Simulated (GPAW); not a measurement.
The system is ZrSe2.

```
Zr Se
1.0
     3.79800    0.00000    0.00000
    -1.89900    3.28916    0.00000
     0.00000    0.00000    6.19200
Zr Se
1 2
Cartesian
  0.0000 0.0000 0.0000
  1.8990 1.0964 4.6440
  0.0000 2.1928 1.5480
```

* Program: GPAW 26.7.0
* Task: relaxation of cell and atoms
* Functional: PBE
* Potentials or basis: GPAW PAW data sets (gpaw-data 1.2.1)
* Cutoff: 600 eV
* Basis: pw
* k mesh: 8 × 8 × 5
* Occupations: fermi-dirac, width 0.05 eV
* Spin: no spin polarisation

At the start: pressure 1.7 GPa; volume 25.78 Å³/atom.

**Question.** How do energy, volume and symmetry change on relaxing?

**Answer.** Over 13 steps the energy falls by 10.3 meV/atom and the volume is 28.27 Å³/atom (+9.6 %); space group P-3m1 (No. 164, to 0.05 Å).

The path:
| step | energy change (eV) | largest force (eV/Å) | pressure (GPa) | volume (Å³) |
| --- | --- | --- | --- | --- |
| 1 | 0.0000 | 0.2592 | 1.70 | 77.35 |
| 2 | -0.0052 | 0.1739 | 1.23 | 77.66 |
| 3 | -0.0118 | 0.0554 | -0.02 | 78.51 |
| 4 | -0.0123 | 0.0674 | -0.07 | 78.57 |
| 5 | -0.0171 | 0.1501 | -0.26 | 79.16 |
| 6 | -0.0192 | 0.1391 | -0.04 | 79.35 |
| 7 | -0.0205 | 0.0866 | 0.34 | 79.45 |
| 8 | -0.0212 | 0.0523 | 0.51 | 79.56 |
| 9 | -0.0229 | 0.0082 | 0.73 | 80.02 |
| 10 | -0.0256 | 0.0628 | 0.80 | 81.04 |
| 11 | -0.0287 | 0.0774 | 0.57 | 82.71 |
| 12 | -0.0306 | 0.0381 | 0.19 | 84.19 |
| 13 | -0.0310 | 0.0055 | 0.01 | 84.80 |

Final structure:
```
Zr Se
1.0
     3.79712    0.00000    0.00000
    -1.89856    3.28840    0.00000
     0.00000    0.00000    6.79115
Zr Se
1 2
Direct
  0.00000 0.00000 0.00000
  0.66667 0.33333 0.76732
  0.33333 0.66667 0.23268
```

Caveat: later steps reuse the first step's grids; this functional lacks dispersion, which binds the layers, so the pressure and a relaxed spacing across them are unreliable.
